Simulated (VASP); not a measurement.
# C (Fd-3m) in VASP: band structure with HSE06

Aim: the band structure of C with HSE06.

Program: VASP 6.6.1. These are calculated values, not measurements. Logs are shortened: lines on timing, memory, paths and dates and some standing lists are left out, and cuts for length are marked.

### Step 1. The structure

It takes space group Fd-3m (No. 227, cubic). The conventional cell has a = 3.567 Å, b = 3.567 Å, c = 3.567 Å, α = 90.00°, β = 90.00°, γ = 90.00°. C (site symmetry -43m) is surrounded by 4 C at 1.54 Å.

This isn't the form of C at room conditions, which is graphite.

### Step 2. Band structure, HSE06

File POSCAR:

```
C
1.0
    0.0000000000      1.7833700000      1.7833700000
    1.7833700000      0.0000000000      1.7833700000
    1.7833700000      1.7833700000      0.0000000000
C
2
Direct
    0.0000000000      0.0000000000      0.0000000000
    0.2500000000      0.2500000000      0.2500000000
```

File INCAR.step1:

```
  PREC = Accurate
  ENCUT = 520
  EDIFF = 1E-5
  ISMEAR = 0
  SIGMA = 0.02
  LREAL = F
  LASPH = T
  NELM = 80
  ALGO = Normal
  ISIF = 2
  LWAVE = T
  LCHARG = F
  NBANDS = 11
  GGA = PE
```

File INCAR.step2:

```
  PREC = Accurate
  ENCUT = 520
  EDIFF = 1E-6
  ISMEAR = 0
  SIGMA = 0.02
  LREAL = F
  LASPH = T
  NELM = 80
  ALGO = Normal
  ISIF = 2
  LWAVE = F
  LCHARG = F
  GGA = PE
  LHFCALC = T
  HFSCREEN = 0.2
  PRECFOCK = Fast
  NBANDS = 11
  ISTART = 1
```

File KPOINTS:

```
regular mesh
0
Gamma
  8 8 8
```

File KPOINTS_OPT:

```
path GXWKGLUWLK,UX
10
line-mode
reciprocal
 0.0000000000  0.0000000000  0.0000000000  G
 0.5000000000  0.0000000000  0.5000000000  X

 0.5000000000  0.0000000000  0.5000000000  X
 0.5000000000  0.2500000000  0.7500000000  W

 0.5000000000  0.2500000000  0.7500000000  W
 0.3750000000  0.3750000000  0.7500000000  K

 0.3750000000  0.3750000000  0.7500000000  K
 0.0000000000  0.0000000000  0.0000000000  G

 0.0000000000  0.0000000000  0.0000000000  G
 0.5000000000  0.5000000000  0.5000000000  L

 0.5000000000  0.5000000000  0.5000000000  L
 0.6250000000  0.2500000000  0.6250000000  U

 0.6250000000  0.2500000000  0.6250000000  U
 0.5000000000  0.2500000000  0.7500000000  W

 0.5000000000  0.2500000000  0.7500000000  W
 0.5000000000  0.5000000000  0.5000000000  L

 0.5000000000  0.5000000000  0.5000000000  L
 0.3750000000  0.3750000000  0.7500000000  K

 0.6250000000  0.2500000000  0.6250000000  U
 0.5000000000  0.0000000000  0.5000000000  X
```

Potentials or basis: VASP PAW PBE potentials, release 64 (C).

Run with:

```bash
$ cat potpaw_PBE.64/C/POTCAR > POTCAR
$ cp INCAR.step1 INCAR
$ mpirun -np 1 vasp_std > vasp.out
$ cp INCAR.step2 INCAR
$ mpirun -np 1 vasp_std > vasp.out
```

OUTCAR:

```text
PREC = Accurate
   ENCUT = 520
   EDIFF = 1E-6
   ISMEAR = 0
   LREAL = F
   LASPH = T
   NELM = 80
   ISIF = 2
   GGA = PE
   LHFCALC = T
   HFSCREEN = 0.2
   PRECFOCK = Fast
   ISTART = 1

 ion  position               nearest neighbor table
   1  0.000  0.000  0.000-   2 1.54   2 1.54   2 1.54   2 1.54
   2  0.250  0.250  0.250-   1 1.54   1 1.54   1 1.54   1 1.54

  LATTYP: Found a face centered cubic cell.
 ALAT       =     3.5667400000

  Lattice vectors:

 A1 = (   0.0000000000,   1.7833700000,   1.7833700000)
 A2 = (   1.7833700000,   0.0000000000,   1.7833700000)
 A3 = (   1.7833700000,   1.7833700000,   0.0000000000)

Analysis of symmetry for initial positions (statically):
=====================================================================
 Subroutine PRICEL returns:
 Original cell was already a primitive cell.

 Routine SETGRP: Setting up the symmetry group for a
 face centered cubic supercell.

 Subroutine GETGRP returns: Found 48 space group operations
 (whereof 24 operations were pure point group operations)
 out of a pool of 48 trial point group operations.

The static configuration has the point symmetry T_d .
 The point group associated with its full space group is O_h .

Analysis of symmetry for dynamics (positions and initial velocities):
=====================================================================
 Subroutine PRICEL returns:
 Original cell was already a primitive cell.

 Routine SETGRP: Setting up the symmetry group for a
 face centered cubic supercell.

 Subroutine GETGRP returns: Found 48 space group operations
 (whereof 24 operations were pure point group operations)
 out of a pool of 48 trial point group operations.

The dynamic configuration has the point symmetry T_d .
 The point group associated with its full space group is O_h .

 Subroutine INISYM returns: Found 48 space group operations
 (whereof 24 operations are pure point group operations),
 and found     1 'primitive' translations

----------------------------------------------------------------------------------------

                                     Primitive cell

  volume of cell :      11.3437

  direct lattice vectors                    reciprocal lattice vectors
     0.000000000  1.783370000  1.783370000    -0.280368067  0.280368067  0.280368067
     1.783370000  0.000000000  1.783370000     0.280368067 -0.280368067  0.280368067
     1.783370000  1.783370000  0.000000000     0.280368067  0.280368067 -0.280368067

  length of vectors
     2.522066041  2.522066041  2.522066041     0.485611737  0.485611737  0.485611737

  position of ions in fractional coordinates (direct lattice)
     0.000000000  0.000000000  0.000000000
     0.250000000  0.250000000  0.250000000

  ion indices of the primitive-cell ions
   primitive index   ion index
                 1           1
                 2           2

----------------------------------------------------------------------------------------

 KPOINTS: regular mesh

Automatic generation of k-mesh.
 Grid dimensions read from file:
 generate k-points for:    8    8    8

 Generating k-lattice:

  Cartesian coordinates                     Fractional coordinates (reciprocal lattice)
    -0.035046008  0.035046008  0.035046008     0.125000000  0.000000000  0.000000000
     0.035046008 -0.035046008  0.035046008     0.000000000  0.125000000  0.000000000
     0.035046008  0.035046008 -0.035046008     0.000000000  0.000000000  0.125000000

  Length of vectors
     0.060701467  0.060701467  0.060701467

  Shift w.r.t. Gamma in fractional coordinates (k-lattice)
     0.000000000  0.000000000  0.000000000

 Subroutine IBZKPT returns following result:
 ===========================================

 Found     29 irreducible k-points:

 Following reciprocal coordinates:
            Coordinates               Weight
  0.000000  0.000000  0.000000      1.000000
  0.125000  0.000000  0.000000      8.000000
  0.250000  0.000000  0.000000      8.000000
  0.375000  0.000000  0.000000      8.000000
  0.500000  0.000000  0.000000      4.000000
  0.125000  0.125000  0.000000      6.000000
[... 16 lines left out ...]
  0.500000  0.250000  0.125000     48.000000
 -0.375000  0.250000  0.125000     24.000000
 [... further k-points ...]
   k-points           NKPTS =     29   k-points in BZ     NKDIM =    512   number of bands    NBANDS=     11
   number of dos      NEDOS =    301   number of ions     NIONS =      2
   total plane-waves  NPLWV =   8000
   dimension x,y,z NGX =    20 NGY =   20 NGZ =   20
   dimension x,y,z NGXF=    40 NGYF=   40 NGZF=   40
   ions per type =               2
   NGX,Y,Z   is equivalent  to a cutoff of  13.18, 13.18, 13.18 a.u.
   NGXF,Y,Z  is equivalent  to a cutoff of  26.37, 26.37, 26.37 a.u.
 SYSTEM =  unknown system
   PREC   = accura    normal or accurate (medium, high low for compatibility)
   ISTART =      1    job   : 0-new  1-cont  2-samecut
   ICHARG =      0    charge: 1-file 2-atom 10-const
   ISPIN  =      1    spin polarized calculation?
   LNONCOLLINEAR =      F non collinear calculations
   LSORBIT =      F    spin-orbit coupling
   LASPH  =      T    aspherical Exc in radial PAW
   ENCUT  =  520.0 eV  38.22 Ry    6.18 a.u.   4.69  4.69  4.69*2*pi/ulx,y,z
   NELM   =     80;   NELMIN=  2; NELMDL=  0     # of ELM steps
   EDIFF  = 0.1E-05   stopping-criterion for ELM
   LREAL  =      F    real-space projection
   EDIFFG = 0.1E-04   stopping-criterion for IOM
   NSW    =      0    number of steps for IOM
   IBRION =     -1    ionic relax: 0-MD 1-quasi-New 2-CG
   NFREE  =      0    steps in history (QN), initial steepest desc. (CG)
   ISIF   =      2    stress and relaxation
   ISYM   =      3    0-nonsym 1-usesym 2-fastsym
   POTIM  = 0.5000    time-step for ionic-motion
   TEBEG  =    0.0;   TEEND  =   0.0 temperature during run
   PSTRESS=    0.0 pullay stress
   NELECT =       8.0000    total number of electrons
   NUPDOWN=      -1.0000    fix difference up-down
   EMIN   =  10.00;   EMAX   =-10.00  energy-range for DOS
   EFERMI =   0.00;   METHOD = LEGACY
   ISMEAR =     0;   SIGMA  =   0.02  broadening in eV -4-tet -1-fermi 0-gaus
   EFERMI_NEDOS =   21; number of points for ismear=-14 and -15
   IALGO  =     38    algorithm
   IMIX   =      1    mixing-type and parameters
     AMIX     =   0.40;   BMIX     =  1.00
     AMIX_MAG =   1.60;   BMIX_MAG =  1.00
  volume/ion in A,a.u.               =       5.67        38.28
  Fermi-wavevector in a.u.,A,eV,Ry     =   1.457203  2.753714 28.891161  2.123440
  Thomas-Fermi vector in A             =   2.574032
   LORBIT       =      0    0 simple, 1 ext, 2 COOP (PROOUT), +10 PAW based schemes
   GGA     = PE    functional components
   LHFCALC =     T    Hartree Fock is set to
   PRECFOCK=fast      Normal, Fast or Accurate (Low or Medium for compatibility)
   ENCUT4O =  -1.0   cutoff for four orbital integrals eV
   NKREDX  =     1    reduce k-point grid by
   NKREDY  =     1    reduce k-point grid by
   NKREDZ  =     1    reduce k-point grid by
   AEXX    =    0.2500 exact exchange contribution
   HFSCREEN=    0.2000 screening length (either q_TF or 0.3 A-1)
   HFSCREENC=   0.2000 screening length for correlation (either q_TF or 0.3 A-1)
   ENCUTFOCK=  -1.0 apply spherical cutoff to Coloumb kernel
   IVDW    =     0    specifies the selected vdW correction
   LEPSILON=     F    determine dielectric tensor
   LRPA    =     F    only Hartree local field effects (RPA)
 non-spin polarized calculation
 Gauss-broadening in eV      SIGMA  =   0.02
  energy-cutoff  :      520.00
  volume of cell :       11.34
 maximum number of plane-waves:       314
  NGX = 12; NGY = 12; NGZ = 12

 number of electron       7.9999999 magnetization

 Free energy of the ion-electron system (eV)
  ---------------------------------------------------
  ext. energy  EPLUGINS =         0.00000000
  ---------------------------------------------------
  free energy    TOTEN  =       -21.08754882 eV

  energy without entropy =      -21.08754882  energy(sigma->0) =      -21.08754882

 E-fermi :   9.1924     XC(G=0): -10.8099

 val. band max:        9.1017614949   @ k =   0.0000   0.0000   0.0000
 cond. band min:      14.4018688583   @ k =   0.3750   0.3750   0.0000
 fundamental gap:      5.3001073633
 Fermi energy:         9.1924452975

 k-point     1 :       0.0000    0.0000    0.0000
  band No.  band energies     occupation
      1     -14.4407      2.00000
      2       9.1018      2.00000
      3       9.1018      2.00000
      4       9.1018      2.00000
      5      16.0938      0.00000
      6      16.0938      0.00000
      7      16.0938      0.00000
      8      24.3872      0.00000
      9      29.9682      0.00000
     10      37.4236      0.00000
     11      37.4236      0.00000

 k-point     2 :       0.1250    0.0000    0.0000
  band No.  band energies     occupation
      1     -13.9729      2.00000
      2       6.4922      2.00000
      3       8.4075      2.00000
      4       8.4075      2.00000
      5      17.0151      0.00000
      6      17.0151      0.00000
      7      17.4178      0.00000
      8      24.7882      0.00000
      9      30.7097      0.00000
     10      34.2413      0.00000
     11      34.2413      0.00000

 k-point     3 :       0.2500    0.0000    0.0000
  band No.  band energies     occupation
      1     -12.5838      2.00000
      2       1.8833      2.00000
      3       7.2093      2.00000
      4       7.2093      2.00000
      5      18.4665      0.00000
      6      18.4665      0.00000
      7      18.7440      0.00000
      8      25.7808      0.00000
      9      31.5903      0.00000
     10      33.1581      0.00000
     11      33.1581      0.00000
[... 267 lines left out ...]
 k-point    23 :       0.5000    0.2500    0.1250
  band No.  band energies     occupation
      1      -9.1691      2.00000
      2      -1.7170      2.00000
      3       2.2360      2.00000
      4       4.6529      2.00000
      5      18.5617      0.00000
      6      20.3376      0.00000
      7      23.3926      0.00000
      8      24.3652      0.00000
      9      31.2513      0.00000
     10      33.5313      0.00000
     11      37.3224      0.00000

 k-point    24 :      -0.3750    0.2500    0.1250
  band No.  band energies     occupation
      1      -7.1165      2.00000
      2      -4.4347      2.00000
      3       2.1805      2.00000
      4       3.9985      2.00000
      5      18.8505      0.00000
      6      20.1723      0.00000
      7      24.1913      0.00000
      8      26.0874      0.00000
      9      29.1320      0.00000
     10      35.3949      0.00000
     11      37.4550      0.00000

 [... further k-points ...]

------------------------ aborting loop because EDIFF is reached ----------------------------------------

  FORCE on cell =-STRESS in cart. coord.  units (eV):
  Direction    XX          YY          ZZ          XY          YZ          ZX
  --------------------------------------------------------------------------------------
  -------------------------------------------------------------------------------------
  Total       -0.5206043     -0.5206043     -0.5206043      0.0000000      0.0000000     -0.0000000
  in kB      -73.5298943    -73.5298943    -73.5298943      0.0000000      0.0000000     -0.0000000
  external PRESSURE =     -73.5298943 kB  Pullay stress =       0.0000000 kB

 VOLUME and BASIS-vectors are now :
 -----------------------------------------------------------------------------
  energy-cutoff  :      520.00
  volume of cell :       11.34
      direct lattice vectors                 reciprocal lattice vectors
     0.000000000  1.783370000  1.783370000    -0.280368067  0.280368067  0.280368067
     1.783370000  0.000000000  1.783370000     0.280368067 -0.280368067  0.280368067
     1.783370000  1.783370000  0.000000000     0.280368067  0.280368067 -0.280368067

 POSITION                                       TOTAL-FORCE (eV/Angst)
 -----------------------------------------------------------------------------------
      0.00000      0.00000      0.00000        -0.000000     -0.000000     -0.000000
      0.89168      0.89168      0.89168         0.000000      0.000000      0.000000
 -----------------------------------------------------------------------------------
    total drift:                               -0.000000      0.000000     -0.000000

  FREE ENERGIE OF THE ION-ELECTRON SYSTEM (eV)
  ---------------------------------------------------
  free  energy   TOTEN  =       -21.0875488208 eV

  energy  without entropy=      -21.0875488208  energy(sigma->0) =      -21.08754882
```

It took 6.8 min on 1 thread of Intel Xeon 6975P-C (Granite Rapids), shared host; peak memory 0.25 GiB.

What came out:

```yaml
Free_energy: -21.0875 eV
Pressure: -7.4 GPa
Band_gap_on_the_k_mesh: 5.30 eV, indirect (least direct gap 6.99 eV)
Band_gap_along_the_path: 5.31 eV, indirect (least direct gap 6.99 eV)
```

Levels at the corners of the path, in eV from the valence-band top:
```tsv
point	band 1	band 2	band 3	band 4	band 5	band 6	band 7	band 8
Γ	-23.54	0.00	0.00	0.00	6.99	6.99	6.99	15.29
X	-14.08	-14.08	-6.87	-6.87	5.93	5.93	19.24	19.24
X	-14.08	-14.08	-6.87	-6.87	5.93	5.93	19.24	19.24
W	-13.24	-13.24	-9.04	-9.04	12.18	12.18	14.27	14.27
W	-13.24	-13.24	-9.04	-9.04	12.18	12.18	14.27	14.27
K	-14.35	-12.94	-10.12	-5.86	6.91	12.40	16.57	17.89
K	-14.35	-12.94	-10.12	-5.86	6.91	12.40	16.57	17.89
Γ	-23.54	0.00	0.00	0.00	6.99	6.99	6.99	15.29
Γ	-23.54	0.00	0.00	0.00	6.99	6.99	6.99	15.29
L	-17.33	-14.62	-3.07	-3.07	10.04	10.04	10.36	17.63
L	-17.33	-14.62	-3.07	-3.07	10.04	10.04	10.36	17.63
U	-14.35	-12.94	-10.12	-5.86	6.91	12.40	16.57	17.89
U	-14.35	-12.94	-10.12	-5.86	6.91	12.40	16.57	17.89
W	-13.24	-13.24	-9.04	-9.04	12.18	12.18	14.27	14.27
W	-13.24	-13.24	-9.04	-9.04	12.18	12.18	14.27	14.27
L	-17.33	-14.62	-3.07	-3.07	10.04	10.04	10.36	17.63
L	-17.33	-14.62	-3.07	-3.07	10.04	10.04	10.36	17.63
K	-14.35	-12.94	-10.12	-5.86	6.91	12.40	16.57	17.89
U	-14.35	-12.94	-10.12	-5.86	6.91	12.40	16.57	17.89
X	-14.08	-14.08	-6.87	-6.87	5.93	5.93	19.24	19.24
```

Caveat: the PAW data sets were made with another functional, which shifts forces and pressure a little.
